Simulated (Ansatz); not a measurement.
Level of theory: DFT PBE, scalar-relativistic, plane waves, PAW in Ansatz 0.2.0. All cells share a 420 eV cutoff and Γ-centred k meshes spaced at most about 0.3 Å⁻¹ (about 0.25 or finer for metals, 2π included). No spin polarisation.

All energies are static (0 K, no zero-point motion).

**Question.** Order these relaxed structures of Zn5O3 by energy, lowest first, with the energy over the lowest of them.
A.

```
Zn O
1.0
     3.33226    0.00000    0.00000
    -1.66613    2.88582    0.00000
     0.00000    0.00000   13.16740
Zn O
5 3
Direct
  0.33333 0.66667 0.18456
  0.00000 0.00000 0.00000
  0.33333 0.66667 0.81544
  0.66667 0.33333 0.60026
  0.66667 0.33333 0.39974
  0.00000 0.00000 0.18323
  0.33333 0.66667 0.00000
  0.00000 0.00000 0.81677
```

B.

```
Zn O
1.0
    -1.54112    1.54112    9.96152
     1.54112   -1.54112    9.96152
     1.54112    1.54112   -9.96152
Zn O
5 3
Direct
  0.21810 0.21810 0.00000
  0.78190 0.78190 0.00000
  0.00000 0.00000 0.00000
  0.39104 0.39104 0.00000
  0.60896 0.60896 0.00000
  0.10885 0.10885 0.00000
  0.89114 0.89114 0.00000
  0.50000 0.50000 0.00000
```

C.

```
Zn O
1.0
     3.20625    0.00000    0.00000
    -1.60312    2.77669    0.00000
     0.00000    0.00000   12.18789
Zn O
5 3
Direct
  0.00000 0.00000 0.43373
  0.33333 0.66667 0.66195
  0.33333 0.66667 0.21140
  0.00000 0.00000 0.98939
  0.66667 0.33333 0.83591
  0.33333 0.66667 0.37263
  0.00000 0.00000 0.59502
  0.00000 0.00000 0.15097
```

**Answer.** C (0 meV/atom), B (148 meV/atom), A (170 meV/atom). Forms: C P3m1; B I4/mmm; A P-6m2. Counting O atoms around Zn (those within 1.25 times the shortest such distance or 1.15 times the sum of covalent radii, 1.27 where that leaves under three; a plus sign parts nearer from farther groups; the shortest distance is added where it exceeds 1.18 times the sum of covalent radii; a slash parts the counts of unlike sites): C has Zn 1/3/4/3+3 from 3.5 Å; B has Zn 1/5/6; A has Zn 3/3 from 3.4 Å. All come from invented guesses.

For metals, differences of a few meV/atom aren't resolved. No dispersion correction is applied, so the spacing and binding between layers, chains or molecules are poorly described (P-6m2), and this can change margins and order among such cells. Cells relaxed within their symmetry can be saddle points. Some candidate types were left out of the draw beforehand, so a known form may be missing.
